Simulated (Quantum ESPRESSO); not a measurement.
Runs of Quantum ESPRESSO 7.5 on WC (Qusongite). It takes space group P-6m2 (No. 187, hexagonal). The conventional cell has a = 2.907 Å, b = 2.907 Å, c = 2.837 Å, α = 90.00°, β = 90.00°, γ = 120.00°. Around W (site symmetry -6m2) lie 6 C at 2.20 Å. C (site symmetry -6m2) is surrounded by 6 W at 2.20 Å. 

```csv
task,level,potentials or basis,cell,form of the LDA correlation,most ionic steps,forc conv thr,etot conv thr,ion dynamics,gap on the mesh (eV),pressure (GPa),V0 of scaled cells (Å³/atom),B0 (GPa)
band structure,LDA,PseudoDojo 0.4.1 SR LDA standard,as given,PW92,-,-,-,-,none,-10.5,-,-
equation of state,PBEsol,PseudoDojo 0.4.1 SR PBEsol standard,as given,-,-,-,-,-,-,-,(a),411
equation of state,LDA,PseudoDojo 0.4.1 SR LDA standard,as given,PW92,-,-,-,-,-,-,10.11,427
relaxation of cell and atoms,rev-vdW-DF2,PseudoDojo 0.4.1 SR PBE standard,relaxed to 0.3 kbar,-,40,0.0004 Ry/bohr,1e-05 Ry,bfgs,none,0.0,-,-
relaxation of cell and atoms,LDA,PseudoDojo 0.4.1 SR LDA standard,relaxed to 0.3 kbar,PW92,40,0.0004 Ry/bohr,1e-05 Ry,bfgs,none,0.0,-,-
band structure,PBEsol,PseudoDojo 0.4.1 SR PBEsol standard,as given,-,-,-,-,-,none,(b),-,-
relaxation of cell and atoms,PBEsol,PseudoDojo 0.4.1 SR PBEsol standard,relaxed to 0.3 kbar,-,40,0.0004 Ry/bohr,1e-05 Ry,bfgs,none,0.0,-,-
```

Alike in all rows: no spin polarisation; k mesh 10 × 10 × 9; cutoff (eV) 1116; smearing fermi-dirac 0.05 eV.

Q: Fill in the values left out.

A: (a) 10.30; (b) -3.2.

Caveats: spin-orbit coupling is left out, which moves the levels of the heavy elements (some runs); the cell was scaled at fixed shape and fractional positions, which overstates the stiffness of a crystal with free parameters, most of all of layers and chains (some runs); some levels on the path didn't converge (some runs); the potentials were made for another functional, which shifts forces and pressure (some runs).

A k mesh can miss the band edges, and the runs leave out spin-orbit coupling on W.

A gap of «none» marks a metal or a gap under the smearing width.

Runs at the PBE level aren't shown here.
